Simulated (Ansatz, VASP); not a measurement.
One calculation of Mo, two programs

The input INCAR:

```
ALGO = Normal
EDIFF = 1E-8
ENCUT = 520
ISIF = 2
ISMEAR = -1
LASPH = True
LCHARG = False
LEFG = True
LREAL = False
LWAVE = False
NBANDS = 21
NELM = 80
PREC = Accurate
SIGMA = 0.05
```

File KPOINTS:

```
k-points
0
Gamma
  12 12 7
```

Contents of POSCAR:

```
Mo
1.0
    2.8252342238      0.0000000000      0.0000000000
   -1.4126171119      2.4467246095      0.0000000000
    0.0000000000      0.0000000000      4.5768794426
Mo
2
Direct
    0.3666666667      0.6833333333      0.2750000000
    0.6333333333      0.3166666667      0.7250000000
```

Input for Ansatz:

```yaml
crystal:
  lattice:
    - [2.8252342238, 0.0, 0.0]
    - [-1.4126171119, 2.4467246095, 0.0]
    - [0.0, 0.0, 4.5768794426]
  atoms:
    - { symbol: Mo, position: [0.3666666667, 0.6833333333, 0.275] }
    - { symbol: Mo, position: [0.6333333333, 0.3166666667, 0.725] }
kpoints:
  mp_grid: { grid: [12, 12, 7] }
scf:
  occupations: { method: fermi_dirac, width: 0.05 }
hamiltonian:
  xc: lda
  pseudopotentials: { kind: all_electron, datasets: crystal }
output:
  forces: true
  stress: true
  eigenvalues: true
  efg: { contact_densities: true }
```

Change from the starting cell: shortest bond scaled by 1.1, crystal datasets.

Alike in both runs: task electric field gradients; functional LDA; k mesh 12 × 12 × 7; occupations fermi-dirac, width 0.05 eV; no spin polarisation.

```csv
,VASP,Ansatz
version,VASP 6.6.1,Ansatz 0.2.0
potentials or method,"VASP PAW LDA potentials, release 64 (Mo_sv)","all-electron PAW with datasets made for the crystal, scalar-relativistic"
plane-wave cutoff (eV),520,see its input
```

|  | VASP | Ansatz | Ansatz less VASP |
| --- | --- | --- | --- |
| pressure (GPa) | -3.4 | -4.3 | -0.97 |
| largest component of the traceless stress (GPa) | 5.68 | 5.67 | -0.012 |
| rms of the force components (eV/Å) | 0.975 | 0.954 | -0.0209 |
| Vzz of the field gradient on the site that differs most (V/Å²) | -17.4 | -18.4 | -1.04 |

Atom by atom the forces differ by 0.024 eV/Å (rms over components). Ansatz ran all-electron here, so the differences hold the error of VASP's frozen core and of both bases. Ansatz warned: «gradients_without_spin_orbit».

Caveats: forces of over 1 eV/Å show positions far from the minimum, so gaps and moduli don't describe the material at rest.
